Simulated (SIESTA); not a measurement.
Runs of SIESTA 5.4.2 on ZnO (zincite). The structure is hexagonal, space group P6_3mc (No. 186). Conventional cell: a = 3.249 Å, b = 3.249 Å, c = 5.206 Å, α = 90.00°, β = 90.00°, γ = 120.00°. Zn (site symmetry 3m) is surrounded by 4 O at 1.97 to 1.98 Å. Around O (site symmetry 3m) lie 4 Zn at 1.97 to 1.98 Å. 

```csv
task,level,potentials or basis,cell,k mesh,optimiser,force tolerance,stress tolerance (GPa),energy shift,gap on the mesh (eV),pressure (GPa),largest force (eV/Å)
relaxation of cell and atoms,PBE,"PseudoDojo 0.4 standard (PBE files), DZP (energy shift 0.002 Ry)",relaxed,7 × 7 × 4,Broyden,0.01 eV/Å,0.05,0.002 Ry,1.10,0.0,-
band structure,AM05,"PseudoDojo 0.4 standard (PBEsol files), DZP (energy shift 0.002 Ry)",as given,9 × 9 × 5,-,-,-,0.002 Ry,1.13,(c),0.12
band structure,BLYP,"PseudoDojo 0.4 standard (PBE files), DZP (energy shift 0.002 Ry)",as given,9 × 9 × 5,-,-,-,0.002 Ry,1.32,11.1,(b)
band structure,PBE,"PseudoDojo 0.4 standard (PBE files), DZP (energy shift 0.01 Ry)",as given,9 × 9 × 5,-,-,-,0.01 Ry,1.13,(a),0.05
```

Alike in all rows: no spin polarisation; smearing fermi-dirac 0.05 eV; grid cutoff 800 Ry.

Fill in the values left out.

(a) -1.8; (b) 0.13; (c) 0.8.

Caveats: semicore shells carry a single zeta, which can move pressures by several GPa and volumes by a few percent; the valence orbitals were made in a potential fitted to the semicore shell under them, which widens gaps by tenths of an eV or more; the basis of atomic orbitals isn't converged, which shifts pressures, moduli and gaps; the potentials were made for another functional, which shifts forces and pressure (some runs); an odd mesh through Γ misses points on the zone boundary, where band edges often lie (some runs).
